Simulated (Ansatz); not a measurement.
# NbN: the cost of one run

Program: Ansatz 0.2.0. Level of theory: DFT PBEsol, scalar-relativistic, plane waves, PAW. These are calculated values, not measurements.

2 further runs of the same task are left out: 2 set aside as unsound or not needed.

**1. The system as given**

The structure is cubic, space group Fm-3m (No. 225). Conventional cell: a = 4.382 Å, b = 4.382 Å, c = 4.382 Å, α = 90.00°, β = 90.00°, γ = 90.00°. Nb (site symmetry m-3m) has 6 N at 2.19 Å as nearest neighbours. Around N (site symmetry m-3m) lie 6 Nb at 2.19 Å.

As a file:

```
Nb N
1.0
     0.00000    2.19089    2.19089
     2.19089    0.00000    2.19089
     2.19089    2.19089    0.00000
Nb N
1 1
Direct
  0.50000 0.50000 0.50000
  0.00000 0.00000 0.00000
```

It is the result of an earlier relaxation at this level (volume 10.52 Å³/atom; gap on the mesh: none (metal)).

**2. The cell under 3 GPa**

What is minimised here is the enthalpy; the energy can go up as the cell is squeezed.

Contents of input.yaml:

```yaml
crystal:
  lattice:
    - [0.0, 2.1908865822, 2.1908865822]
    - [2.1908865822, 0.0, 2.1908865822]
    - [2.1908865822, 2.1908865822, 0.0]
  atoms:
    - { symbol: Nb, position: [0.5, 0.5, 0.5] }
    - { symbol: "N", position: [0.0, 0.0, 0.0] }
basis:
  ecutwfc: 420
kpoints:
  mp_grid: { grid: [16, 16, 16] }
hamiltonian:
  xc: pbesol
scf:
  occupations: { method: fermi_dirac, width: 0.15 }
output:
  forces: true
  stress: true
  eigenvalues: true
relax:
  adjacent_minimum: "off"
  f_tol: 0.001
  max_steps: 60
  cell: { stress_tol: 0.02, p_target: 3.0 }
```

Started as:

```sh
> ansatz run input.yaml --threads 1 --pin off --max-ram 3072MiB --backend cpu --events-out ev --progress --plain --runs-dir out
```

Q: Estimate wall time and peak memory on 1 thread of AMD EPYC 7R43 (Zen 3), shared host.

About 17 s, with a peak of 0.45 GiB.
